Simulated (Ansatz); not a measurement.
Hf:

```xyz
2
Lattice="3.1967 0.0000 0.0000 -1.5983 2.7684 0.0000 0.0000 0.0000 5.0578" Properties=species:S:1:pos:R:3 pbc="T T T"
Hf    1.5984    0.9228    3.7934
Hf    0.0000    1.8456    1.2645
```

- Program: Ansatz 0.2.0
- Task: relaxation of cell and atoms
- Functional: BLYP
- Dispersion: D3(BJ)
- Potentials or basis: Ansatz PAW
- Cutoff: 420 eV (not typed: the program's choice for these potentials)
- k mesh: 10 × 10 × 5
- Occupations: fermi-dirac, width 0.05 eV
- Spin: no spin polarisation

At the start: volume 22.38 Å³/atom.

Question: Where does the relaxation end?

Answer: It ends after 4 steps and the volume is 21.32 Å³/atom (-4.7 %); space group P6_3/mmc (No. 194, to 0.05 Å).

Step by step:
```csv
step,energy change (eV),largest force (eV/Å),volume (Å³)
1,0.0000,0.0000,44.76
2,-0.0351,0.0000,42.84
3,-0.0355,0.0000,42.63
4,-0.0350,0.0000,42.63
```

Final structure:
```
CELL_PARAMETERS angstrom
3.14522 0.00000 0.00000
-1.57261 2.72384 0.00000
0.00000 0.00000 4.97661
ATOMIC_POSITIONS crystal
Hf 0.66667 0.33333 0.75000
Hf 0.33333 0.66667 0.25000
```

Caveat: the plane-wave basis is chosen anew once the cell has moved, so the energies of steps on either side of that aren't comparable; the PAW data sets come from PBE, with cores solved anew for the run's functional, which leaves a small shift of forces and pressure.
